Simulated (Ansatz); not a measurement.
Lattice dynamics at Γ of YN (Fm-3m)

Perturbation theory with PBEsol in the plane-wave code Ansatz on the PBEsol cell, ground state and force constants on an 8×8×8 mesh. The values are computed, spin-unpolarised, and not measurements.

The symmetry is Fm-3m (No. 225, cubic); a = 4.857 Å in the conventional setting, 14.32 Å³ an atom. Y is surrounded by 6 N at 2.43 Å; N is surrounded by 6 Y at 2.43 Å.

```
Y N
1.0
     0.00000    2.42840    2.42840
     2.42840    0.00000    2.42840
     2.42840    2.42840    0.00000
Y N
1 1
Direct
  0.00000 0.00000 0.00000
  0.50000 0.50000 0.50000
```

Optical modes without the longitudinal term:

| ω (cm⁻¹) | degeneracy | IR intensity, summed over the level ((D/Å)²/amu) |
| --- | --- | --- |
| 115 | 3 | 129.44 |

The optical mode at Γ lies at 115 cm⁻¹ without the longitudinal term. With the long-range field the highest mode reaches 476 cm⁻¹. The program warns that the force constants, and all that is formed from them, aren't settled on this k mesh.

The electronic dielectric tensor ε∞ is 15.06 in all directions. With the ions relaxed, ε⁰ is 257 in all directions. Born charges, averaged over directions: Y +4.76, N -4.76 e.

With one polar mode in a cubic crystal the Lyddane-Sachs-Teller relation applies: (ω_LO/ω_TO)² = (476.0/115.2)² = 17.076, and ε⁰/ε∞ = 257.210/15.063 = 17.076. The refractive index √ε∞ is 3.88.

For comparison, on the r2SCAN cell the mean ε∞ is 9.57 with r2SCAN (ground state on 8×8×8; least gap 0.58 eV), 12.89 with PBE (ground state on 8×8×8; least gap 0.20 eV).
